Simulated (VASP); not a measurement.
Input of a VASP 6.6.1 run:

INCAR

```
PREC     = Accurate       # precision mode
ENCUT    = 600            # plane-wave cutoff, eV
EDIFF    = 1E-6           # SCF threshold, eV
ISMEAR   = 0              # smearing method
SIGMA    = 0.05           # smearing width, eV
LREAL    = F              # projectors in reciprocal space
LASPH    = T              # aspherical terms in the spheres
NELM     = 60             # most SCF steps
ALGO     = Normal         # electronic algorithm
ISIF     = 3              # what is computed and relaxed
LWAVE    = F              # write WAVECAR
LCHARG   = F              # write CHGCAR
GGA      = PE             # functional
IBRION   = 2              # ionic algorithm
NSW      = 60             # ionic steps
EDIFFG   = -0.005         # ionic threshold
```

Contents of KPOINTS:

```
regular mesh
0
Gamma
  10 10 4
```

POSCAR

```
Be3C
1.0
    2.5646348900      0.0000000000      0.0000000000
    0.0000000000      2.5646348900      0.0000000000
    0.0000000000      0.0000000000      6.6864038900
Be C
3 1
Direct
    0.5000000000      0.5000000000      0.7642198200
    0.0000000000      0.0000000000      0.5000000000
    0.5000000000      0.5000000000      0.2357801800
    0.0000000000      0.0000000000      0.0000000000
```

Potentials or basis: VASP PAW PBE potentials, release 64 (Be, C).

Command:

```bash
$ cat potpaw_PBE.64/Be/POTCAR potpaw_PBE.64/C/POTCAR > POTCAR
$ mpirun -np 1 vasp_std > vasp.out
```

**Question.** What does it give for the relaxed cell?

**Answer.** a = 2.282 Å, b = 2.282 Å, c = 5.955 Å, α = 90.00°, β = 90.00°, γ = 90.00°.

**Question.** Predict the band gap on the k mesh.

**Answer.** None (metal or under the smearing width).

**Question.** What does it give for the space group after relaxing (to 0.05 Å)?

**Answer.** P4/mmm (No. 123).

Forces in eV/Å, atoms in the order of the input:
```
Be   0.000  0.000 -0.003
Be   0.000  0.000  0.000
Be   0.000  0.000  0.003
C    0.000  0.000  0.000
```
